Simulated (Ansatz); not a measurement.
## Barrier of one jump, O in Ti

Level of theory: DFT PBEsol, scalar-relativistic, plane waves, PAW (Ansatz 0.2.0). (420 eV cutoff, 4×4×4 k-mesh, shifted by half a step, Gaussian smearing of 0.10 eV, no spin polarisation)

In a supercell of 18 host sites, interstitial O hops to an equivalent place, moving 2.90 Å between the relaxed ends. Climbing-image nudged elastic band at fixed cell with images 0 (start) to 6 (end), the path measured over all atoms, converged to 0.05 eV/Å; the order of the saddle wasn't checked, and the small cell leaves errors of about a tenth of an eV.

Command:

```bash
ansatz run input.yaml --threads 4 --pin off --max-ram 10240MiB --backend cpu --events-out ev --progress --plain --runs-dir out
```

Input:

```yaml
crystal:
  lattice:
    - [0.0, 5.0237011305, -4.590990447]
    - [4.3506528001, -2.5118505653, -4.590990447]
    - [-4.3506528001, -2.5118505653, -4.590990447]
  atoms:
    - { symbol: Ti, position: [0.1374716688, 0.137400306, 0.4705586745] }
    - { symbol: Ti, position: [0.4725464123, 0.8028327378, 0.4725325463] }
    - { symbol: Ti, position: [0.1372660957, 0.4705445128, 0.1373223463] }
    - { symbol: Ti, position: [0.8028524817, 0.4725430885, 0.4725450615] }
    - { symbol: Ti, position: [0.4705552341, 0.1373279305, 0.1374561201] }
    - { symbol: Ti, position: [0.1371980323, 0.8025516036, 0.802589117] }
    - { symbol: Ti, position: [0.8025782145, 0.8025436491, 0.1371753463] }
    - { symbol: Ti, position: [0.4725568791, 0.4725431419, 0.8028623974] }
    - { symbol: Ti, position: [0.8025700658, 0.1371246633, 0.8025748157] }
    - { symbol: Ti, position: [0.8628713126, 0.1973963108, 0.1975101289] }
    - { symbol: Ti, position: [0.1973991821, 0.8628380145, 0.1974676759] }
    - { symbol: Ti, position: [0.8624967815, 0.529424664, 0.8625401128] }
    - { symbol: Ti, position: [0.5274244088, 0.5274555998, 0.197145476] }
    - { symbol: Ti, position: [0.1974927234, 0.1974443411, 0.8629813827] }
    - { symbol: Ti, position: [0.8627334235, 0.8626863776, 0.5295116776] }
    - { symbol: Ti, position: [0.5294672218, 0.8625804528, 0.8626715445] }
    - { symbol: Ti, position: [0.1971609891, 0.5274569115, 0.5274412724] }
    - { symbol: Ti, position: [0.5274535877, 0.1972034163, 0.5274674537] }
    - { symbol: O, position: [-7.3947e-06, 2.50926e-05, -3.16912e-05] }
basis:
  ecutwfc: 420
  xc_grid: 2
kpoints:
  mp_grid: { grid: [4, 4, 4], shift: [0.5, 0.5, 0.5] }
hamiltonian:
  xc: pbesol
scf:
  occupations: { method: gaussian, width: 0.1 }
output:
  forces: true
neb:
  images: 5
  f_tol: 0.05
  max_iterations: 70
  order_check: false
  final_atoms:
    - { symbol: Ti, position: [0.1359033991, 0.1371246633, 0.4692414824] }
    - { symbol: Ti, position: [0.4705313656, 0.8025516036, 0.4692557837] }
    - { symbol: Ti, position: [0.136185815, 0.4725430885, 0.1392117281] }
    - { symbol: Ti, position: [0.8058902124, 0.4725431419, 0.469529064] }
    - { symbol: Ti, position: [0.4708050021, 0.137400306, 0.1372253412] }
    - { symbol: Ti, position: [0.1359115479, 0.8025436491, 0.803842013] }
    - { symbol: Ti, position: [0.8058797457, 0.8028327378, 0.139199213] }
    - { symbol: Ti, position: [0.470599429, 0.4705445128, 0.803989013] }
    - { symbol: Ti, position: [0.8038885674, 0.1373279305, 0.8041227868] }
    - { symbol: Ti, position: [0.860786921, 0.1972034163, 0.1941341204] }
    - { symbol: Ti, position: [0.1960667568, 0.8626863776, 0.1961783443] }
    - { symbol: Ti, position: [0.8607577421, 0.5274555998, 0.8638121427] }
    - { symbol: Ti, position: [0.5304943225, 0.5274569115, 0.1941079391] }
    - { symbol: Ti, position: [0.196204646, 0.1973963108, 0.8641767956] }
    - { symbol: Ti, position: [0.8628005551, 0.8625804528, 0.5293382112] }
    - { symbol: Ti, position: [0.5307325154, 0.8628380145, 0.8641343425] }
    - { symbol: Ti, position: [0.1958301149, 0.529424664, 0.5292067794] }
    - { symbol: Ti, position: [0.5308260567, 0.1974443411, 0.5296480494] }
    - { symbol: O, position: [0.3333259386, 2.50926e-05, -0.3333650245] }
```

Course of the band:

| iteration | largest band force (eV/Å) | climbing image | energies over image 0 (eV) |
| --- | --- | --- | --- |
| 1 | 18.058 | none | 0.000 1.639 6.235 9.575 6.232 1.637 0.000 |
| 2 | 7.444 | none | 0.000 1.074 3.352 4.786 3.351 1.072 0.000 |
| 3 | 3.179 | none | 0.000 0.829 2.442 3.209 2.441 0.828 0.000 |
| 4 | 1.034 | none | 0.000 0.814 2.197 2.427 2.196 0.813 0.000 |
| 5 | 0.355 | 2 | 0.000 0.938 2.228 1.905 2.228 0.937 0.000 |
| 6 | 0.327 | 4 | 0.000 1.009 2.229 1.860 2.245 1.153 0.000 |
| 7 | 0.134 | 4 | 0.000 1.048 2.226 1.801 2.229 1.046 0.000 |
| 8 | 0.066 | 4 | 0.000 1.070 2.224 1.788 2.226 1.046 0.000 |
| 9 | 0.141 | 4 | 0.000 1.202 2.200 1.809 2.225 1.037 0.000 |
| 10 | 0.030 | 4 | 0.000 1.129 2.216 1.786 2.225 1.038 0.000 |

Final band:

| image | path (Å) | E − E(0) (eV) | O x (Å) | O y (Å) | O z (Å) | force on O (eV/Å) |
| --- | --- | --- | --- | --- | --- | --- |
| 0 | 0.00 | 0.000 | 0.000 | 0.000 | 0.000 | 0.00 |
| 1 | 0.72 | 1.129 | 0.240 | 0.414 | 0.000 | 2.13 |
| 2 | 1.44 | 2.216 | 0.543 | 0.937 | 0.001 | 0.22 |
| 3 | 2.15 | 1.786 | 0.737 | 1.277 | 0.000 | 0.17 |
| 4 | 2.86 | 2.225 | 0.937 | 1.621 | 0.001 | 0.00 |
| 5 | 3.55 | 1.038 | 1.224 | 2.119 | 0.000 | 2.11 |
| 6 | 4.23 | 0.000 | 1.450 | 2.512 | 0.000 | 0.00 |

Barrier 2.23 eV. Time: 35 min on 4 threads of AMD EPYC 7R43 64-Core Processor (Zen 3), with other jobs on the host, peak memory 5.3 GiB.